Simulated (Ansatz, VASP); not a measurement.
# BaTiO3 in VASP and in Ansatz

The input INCAR:

```
ALGO = Normal
EDIFF = 1E-7
ENCUT = 520
GGA = PE
ISIF = 2
ISMEAR = -1
LASPH = True
LCHARG = False
LREAL = False
LWAVE = False
NBANDS = 28
NELM = 80
PREC = Accurate
SIGMA = 0.05
```

Contents of KPOINTS:

```
k-points
0
Gamma
  8 8 8
```

File POSCAR:

```
BaTiO3
1.0
    4.0338391840      0.0000000000      0.0000000000
    0.0000000000      4.0338391840      0.0000000000
    0.0000000000      0.0000000000      4.0338391840
Ba Ti O
1 1 3
Direct
    0.5000000000      0.5000000000      0.5000000000
    0.0000000000      0.0000000000      0.0000000000
    0.5000000000      0.0000000000      0.0000000000
    0.0000000000      0.5000000000      0.0000000000
    0.0000000000      0.0000000000      0.5000000000
```

Input for Ansatz:

```yaml
crystal:
  lattice:
    - [4.033839184, 0.0, 0.0]
    - [0.0, 4.033839184, 0.0]
    - [0.0, 0.0, 4.033839184]
  atoms:
    - { symbol: Ba, position: [0.5, 0.5, 0.5] }
    - { symbol: Ti, position: [0.0, 0.0, 0.0] }
    - { symbol: O, position: [0.5, 0.0, 0.0] }
    - { symbol: O, position: [0.0, 0.5, 0.0] }
    - { symbol: O, position: [0.0, 0.0, 0.5] }
kpoints:
  mp_grid: { grid: [8, 8, 8] }
  band_path:
    path:
      - [0.0, 0.0, 0.0]
      - [0.0, 0.5, 0.0]
      - [0.5, 0.5, 0.0]
      - [0.0, 0.0, 0.0]
      - [0.5, 0.5, 0.5]
      - [0.0, 0.5, 0.0]
      - [0.5, 0.5, 0.5]
      - [0.5, 0.5, 0.0]
    npoints: 5
scf:
  occupations: { method: fermi_dirac, width: 0.05 }
hamiltonian:
  xc: pbe
  pseudopotentials: { kind: all_electron, lapw: { basis_error: 0.001 } }
output:
  forces: true
  stress: true
  eigenvalues: true
```

Change from the starting cell: volume scaled by 1.02.

Alike in both runs: task single point; functional PBE; k mesh 8 × 8 × 8; occupations fermi-dirac, width 0.05 eV; no spin polarisation.

|  | VASP | Ansatz |
| --- | --- | --- |
| version | VASP 6.6.1 | Ansatz 0.2.0 |
| potentials or method | VASP PAW PBE potentials, release 64 (Ba_sv, Ti_sv, O) | all-electron LAPW, scalar-relativistic |
| plane-wave cutoff (eV) | 520 | see its input |

```csv
,VASP,Ansatz,Ansatz less VASP
pressure (GPa),-0.1,-1.7,-1.62
```

Ansatz ran all-electron here, so the differences hold the error of VASP's frozen core and of both bases.

Caveats: spin-orbit coupling is left out, which moves the levels of the heavy elements. A k mesh can miss the band edges.
